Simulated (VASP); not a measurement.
The system is GaAs.

```xyz
2
Lattice="0.0000 2.8291 2.8291 2.8291 0.0000 2.8291 2.8291 2.8291 0.0000" Properties=species:S:1:pos:R:3 pbc="T T T"
Ga    0.0000    0.0000    0.0000
As    1.4146    1.4146    1.4146
```

Base run:

```yaml
Program: VASP 6.6.1
Functional: PBEsol
Potentials_or_basis: VASP PAW PBE potentials, release 64 (Ga_d, As)
Cutoff: 520 eV
k_mesh: 6 × 6 × 6
Occupations: gaussian, width 0.02 eV
Spin: no spin polarisation
```

Its results: band gap on the k mesh 0.43 eV, direct; pressure 0.2 GPa.

The run is repeated on the same cell with these changes: functional from PBEsol to HSE06; occupations from gaussian, width 0.02 eV to gaussian, width 0.01 eV. What comes out?

Band gap on the k mesh 1.40 eV, direct; pressure 0.8 GPa.

Caveats: the PAW data sets were made with another functional, which shifts forces and pressure a little.

A k mesh can miss the band edges.

Not every run made on this cell is shown here.
